If a crystal is calculated in a cell that is slightly too small for it, how far would it expand if it were let go? The question arises whenever a structure found by one method is handed to another. Each method has its own balance of attraction and repulsion between the atoms, and therefore its own preferred volume. In a borrowed cell it pushes or pulls on the walls, and that pressure, together with the stiffness of the crystal, is enough to estimate the preferred volume by hand.

Ga2O3 (space group C2/m) by semi-empirical, tight-binding (tblite) and density-functional methods, without spin polarization or spin-orbit coupling. Band gaps are for the cell relaxed with r2SCAN, volumes come from each method's own relaxation or energy curve, and bulk moduli are for fixed cell shape. The 120-atom rows use a periodic cluster of cells.

```
               name                 kind  band gap (eV)  volume per atom (Å³)  bulk modulus (GPa)  atoms computed
PBE coarse-settings  low cutoff and mesh          2.199                   n/a                 n/a              10
                PM6       semi-empirical          4.484                   n/a                 n/a             120
    GFN1-xTB tblite        tight binding          1.852                11.150               133.9             120
    GFN2-xTB tblite        tight binding          1.025                10.367               127.0             120
                PM7       semi-empirical          2.975                10.204               329.5             120
                PBE            semilocal          2.367                10.962               181.1              10
            PBE SZV          small basis          1.897                   n/a                 n/a              10
             r2SCAN            semilocal          3.023                10.504               211.9              10
           PBE DZVP          small basis          2.308                   n/a                 n/a              10
            GLLB-SC      model potential          4.423                   n/a                 n/a              10
```

Here the borrowed cell of gallium oxide is the one that r2SCAN prefers, at 10.504 Å³ per atom. The volume in the table is the one each method would choose for itself. The bulk modulus is the resistance to uniform compression: the pressure needed per unit of relative volume change, for small changes. The band gap is the energy between the highest filled and the lowest empty electron level, and it returns at the end as a caution.

A positive pressure in such a calculation is no load on a real piece of material. It means that the calculated crystal would lower its energy by growing. PBE, for example, prefers a cell 4.4% larger than the r2SCAN one. This is a known habit of PBE in solids: it rewards strong variations of the electron density too generously, and the density varies more strongly, relative to its own size, when the atoms stand further apart.

To turn a pressure into a volume, one must know how the stiffness changes on the way. A crystal isn't a spring of constant strength. The attraction between gallium and oxygen ions changes gently with distance, whereas the repulsion between their closed electron shells rises steeply as they approach. Compression moves the crystal into the steep region, so it becomes stiffer; expansion moves it out again, so it becomes softer.

The Born picture of an ionic crystal gives the size of this effect. If the attraction goes as 1/r and the repulsion as 1/rⁿ, with r the distance between neighbours, the bulk modulus rises near zero pressure by (n + 7)/3 GPa for every GPa of pressure. An exponent n of 5 gives a slope of 4, and an exponent of 8 gives 5. Gallium oxide is partly covalent, so the picture serves only as a guide, but slopes near 4 are common among solids of many kinds.

The rule takes the slope as 4 and keeps it constant. Let V be the volume of the borrowed cell, P the pressure found there, V₀ the volume that the method prefers, and B₀ its bulk modulus at that preferred volume. The definition of the modulus B and the assumed stiffening are

B = −V dP/dV = B₀ + 4P

Integration from the free crystal, where P is zero, to the borrowed cell gives

P = (B₀/4) [(V₀/V)⁴ − 1]

V₀ = V (1 + 4P/B₀)^(1/4)

This is the Murnaghan equation with its slope fixed at 4. The fourth root is a square root taken twice, so a pocket calculator, or patience, will do.

GFN1-xTB, a tight-binding method, provides a case of strong squeezing. In the r2SCAN cell it reports a pressure of 9.15 GPa, and its bulk modulus is 133.9 GPa. The estimate runs as follows.

4P/B₀ = 4 × 9.15 / 133.9 = 0.273

√1.273 = 1.128, and √1.128 = 1.062

V₀ = 10.504 × 1.062 = 11.16 Å³ per atom

The table has 11.150 Å³. The method wants a cell about 6% larger than the one it was given, and the pressure from a single calculation in the wrong cell, together with the modulus, has revealed this.

GFN2-xTB is a case of the opposite sign. Its pressure in the same cell is −1.65 GPa, which means that the crystal is being held slightly open and would contract if released. With its modulus of 127.0 GPa the same steps read

4P/B₀ = −4 × 1.65 / 127.0 = −0.052

V₀ = 10.504 × 0.948^(1/4) = 10.36 Å³ per atom

The table has 10.367 Å³. In both worked rows the estimate lies within 0.1% of the volume in the table. The slope of 4 came from general experience with solids and was not adjusted to either row.

This agreement should be read for what it is. Pressure, modulus and preferred volume all describe one energy curve, so they are bound to be related. What the two rows test is whether a simple curve joins them well enough. Only GFN1-xTB, with its change of 6%, also puts the typical stiffening to the test. Neither row tells whether gallium oxide in nature has the volume that the method prefers.

For a quick estimate one may shorten the rule to V₀ = V (1 + P/B₀): the relative expansion is the pressure divided by the modulus. For GFN2-xTB this does as well as the full rule, because a crystal so close to its preferred volume has hardly changed its stiffness. For GFN1-xTB it overshoots the volume by 0.6%. The short form corresponds to a slope of only 1, so it makes the squeezed crystal too soft and lets it expand too far.

The exact slope matters much less than having a reasonable one. With 3 in place of 4, the GFN1-xTB volume comes out 0.25% too large; with 5, it comes out 0.1% too small. The rule is useful for this reason, since the slope is seldom known for a new material. For the same reason, its success can't be turned round to measure the slope.

The modulus is the sensitive ingredient. A given pressure means a large misfit in a soft crystal and a small one in a stiff crystal. PM7 shows this when the rule is run backwards, from volume to pressure:

P = (329.5/4) × [(10.204/10.504)⁴ − 1] = −9.0 GPa

That pull is about as strong as the push of GFN1-xTB, yet the volume PM7 prefers differs from the cell by only 3%, half as much. Anyone who ranks methods by the pressure they report in a common cell is therefore ranking a product of misfit and stiffness.

It follows that the modulus must belong to the method that gave the pressure. If the r2SCAN modulus of 211.9 GPa is used for GFN1-xTB, the predicted expansion shrinks from 6% to 4%. The sign is still right and the size is still useful for deciding whether a new relaxation is worth the effort. As a value for the volume, however, it is 2% too low, far worse than any reasonable error in the slope would make it.

Could the modulus itself be estimated from the volume? The equations above imply that, along one energy curve, the modulus varies as 1/V⁴. Suppose that changing the method does no more than add a nearly constant pressure to the curve. The modulus at the new preferred volume would then follow from the old one:

B(new) = B(old) × [V(old)/V(new)]⁴

From r2SCAN to PBE this gives 211.9 × (10.504/10.962)⁴ = 179 GPa, while the table has 181.1 GPa. The agreement supports the idea that PBE behaves here much like r2SCAN with an added outward pressure of about 8.4 GPa. Both functionals treat the same electrons with the same kind of theory, so their energy curves can be expected to have similar shapes. It remains a single pair of methods, and one success is thin evidence for a general law.

Between methods of different construction the shortcut fails badly. Starting again from r2SCAN, it gives a modulus 76% too high for GFN2-xTB and 25% too high for GFN1-xTB, each relative to the method's own value. For PM7 it is 28% too low. The preferred volume marks the place where attraction and repulsion cancel, whereas the modulus measures how quickly they cease to cancel when the volume changes. Two methods can agree on the first and differ greatly on the second.

The semi-empirical and tight-binding methods have particular freedom to do so. Part of their repulsion is an adjustable function of the distance between atoms, chosen so that known structures and energies come out well. Such a function can put the minimum in a good place without giving the right curvature there. The xTB methods were adjusted to molecules, and it is a plausible guess, untested here, that this is why they make the crystal so soft.

A second limit concerns the quality of the pressure. The PBE calculation with coarse settings reports 12.3 GPa in the r2SCAN cell, whereas the volume and modulus of the well-set PBE row imply about 8.4 GPa. Put into the rule with the PBE modulus, the coarse pressure gives 11.16 Å³ per atom, 1.8% above the PBE volume in the table. The rule has passed on the error of its input faithfully: an excess of 4 GPa on a modulus of about 180 GPa is a volume error of about 2%.

Pressure is more delicate than energy because it is a slope. An incomplete set of plane waves may describe the crystal tolerably at one volume and still misjudge how the energy changes when the cell is stretched. Here, though, the usual effect has the wrong sign. Stretching a cell with a fixed number of plane waves makes the set coarser and the energy too high, which lowers the computed pressure, while the coarse row reports too much. Something else must outweigh it, and these runs don't show what; the mesh of k points, for one, was reduced as well. The atoms there are also held at the r2SCAN positions and feel sizeable forces, so part of the excess may vanish once they are allowed to move. Before the rule is applied, the pressure should be steady when these settings are improved.

The rule also treats the change as a uniform swelling of one and the same structure. A monoclinic crystal such as this one can alter its angles and the ratios of its edges as well. With GFN2-xTB it would be expected to do so, because the mean pull of 1.65 GPa hides one of 3.6 GPa along a single axis. The two worked rows are no strict test of that simplification, because the volumes in the table may come either from a relaxation or from an energy curve. If the atoms move into a different arrangement on release, the crystal leaves its original energy curve and the estimate loses its basis.

Finally, a good volume is no certificate for other properties. GFN2-xTB comes within 1.3% of the r2SCAN volume, but its band gap is 2.0 eV smaller. The adjustable repulsion between atoms can shift the preferred volume without moving a single electron level in a given cell, and the gap depends on those levels alone, including empty ones that a minimal basis describes poorly. Nor is r2SCAN a standard for the gap: its 3.0 eV is well below the measured value, as is usual for functionals of its kind.

For a neighbouring oxide the reasoning runs in the same order. The sign of the pressure tells whether the method wants a larger or a smaller cell, and the pressure divided by the method's own modulus gives the relative change. If that modulus isn't known, the pressure in a second, slightly scaled cell gives the modulus B in the borrowed one, and B₀ follows as B − 4P. Once that change exceeds a few percent, the fourth root is worth taking. The support for it here reaches to an expansion of 6% and a contraction of just over 1%; beyond that, the assumption of a constant slope should be checked by a calculation at a second volume.
